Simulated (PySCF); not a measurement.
## TDDFT excited states: C3H6O

Species: C3H6O.
SMILES: `CCC=O`

Method used: TDDFT CAM-B3LYP/def2-SVPD, vertical, gas phase, core orbitals frozen in the response (PySCF). One conformer (not necessarily the lowest) at the GFN2-xTB geometry, without solvent, vibrations or thermal averaging. Torsions of this conformer, `[CH3:1][CH2:2][CH:3]=[O:4]`: C1–C2–C3–O4 0°.

**Question.** What does the calculation give for the low-lying excited states?

**Answer.** 

| state | E (eV) | E (hartree) | f | symmetry | main configurations (H = HOMO, L = LUMO) |
| --- | --- | --- | --- | --- | --- |
| S1 | 4.41 | 0.1619 | 0.0002 | – | H→L (98%) |
| S2 | 7.23 | 0.2658 | 0.019 | A′ | H→L+1 (87%) |
| S3 | 8.12 | 0.2986 | 0.069 | A′ | H→L+2 (83%), H→L+5 (10%) |
| S4 | 8.46 | 0.3110 | 0.0072 | A′ | H→L+3 (76%), H-1→L (10%) |
| S5 | 8.59 | 0.3156 | 0.0001 | – | H-2→L (71%), H-3→L (16%) |
| S6 | 8.71 | 0.3200 | 0.011 | A″ | H→L+4 (91%) |
| S7 | 8.73 | 0.3209 | 0.121 | A′ | H-1→L (84%), H→L+3 (8%) |
| S8 | 8.96 | 0.3294 | 0.0004 | – | H-3→L (74%), H-2→L (11%) |

Triplets, Tamm–Dancoff:

```csv
state,E (eV),λ (nm),"main configurations (H = HOMO, L = LUMO)"
T1,3.80,326.2,H→L (98%)
T2,6.17,200.9,"H-4→L (57%), H-1→L (36%)"
T3,7.06,175.6,H→L+1 (84%)
```

The lowest singlet comes at 281 nm (425 kJ/mol) in the ultraviolet; it is dark (f under 0.0005); its leading configuration is HOMO→LUMO (98%). The most intense listed level is S7 at 8.73 eV (142 nm, f = 0.121), 4.33 eV above S1. S1 has the pattern of n→π* at C=O. The oscillator strengths of these states sum to 0.228; summed over the whole spectrum of an exact calculation they would give the number of electrons, 32 (Thomas–Reiche–Kuhn). Weighted by f, the mean energy of these states is 8.41 eV. Orbital energies (eV): HOMO-3 -12.38, HOMO-2 -11.96, HOMO-1 -11.50, HOMO -9.00, LUMO 0.53, LUMO+1 1.27, LUMO+2 1.98. Symmetry labels in Cs follow from the direction of the transition dipole and are given only for states with f of 0.002 or more. Only the lowest 8 singlets were computed, as vertical energies without vibronic structure.

On one thread, Arm Neoverse V1, on a shared host, this took 10 s of wall time.
